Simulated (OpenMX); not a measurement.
Crystal: MoSe2.

```
Mo Se
1.0
     3.28800    0.00000    0.00000
    -1.64400    2.84749    0.00000
     0.00000    0.00000   12.90000
Mo Se
2 4
Direct
  0.66667 0.33333 0.75000
  0.33333 0.66667 0.25000
  0.66667 0.33333 0.37500
  0.33333 0.66667 0.87500
  0.66667 0.33333 0.12500
  0.33333 0.66667 0.62500
```

Base run:

| Quantity | Value |
| --- | --- |
| Program | OpenMX 3.8.5 |
| Functional | PBE |
| Potentials or basis | OpenMX 2013 PBE set, Mo7.0-s3p2d1, Se7.0-s3p2d1, grid cutoff 400 Ry |
| k mesh | 9 × 9 × 3 |
| Occupations | fermi-dirac, width 0.05 eV |
| Spin | no spin polarisation |

Its results: band gap on the k mesh 0.91 eV, indirect (least direct gap 1.41 eV); pressure 10.3 GPa; largest force 1.547 eV/Å.

Q: The run is repeated on the same cell with these changes: potentials or basis from OpenMX 2013 PBE set, Mo7.0-s3p2d1, Se7.0-s3p2d1, grid cutoff 400 Ry to OpenMX 2013 PBE set, Mo7.0-s3p2d2f1, Se7.0-s3p2d2f1, grid cutoff 400 Ry. What comes out?

A: Band gap on the k mesh 0.87 eV, indirect (least direct gap 1.37 eV); pressure 8.0 GPa; largest force 1.220 eV/Å.

Caveats: the cell's inner coordinates are idealised or old, which leaves forces on the atoms; this functional lacks dispersion, which binds the layers, so the pressure and a relaxed spacing across them are unreliable; the basis of atomic orbitals isn't converged, which shifts pressures, moduli and gaps.
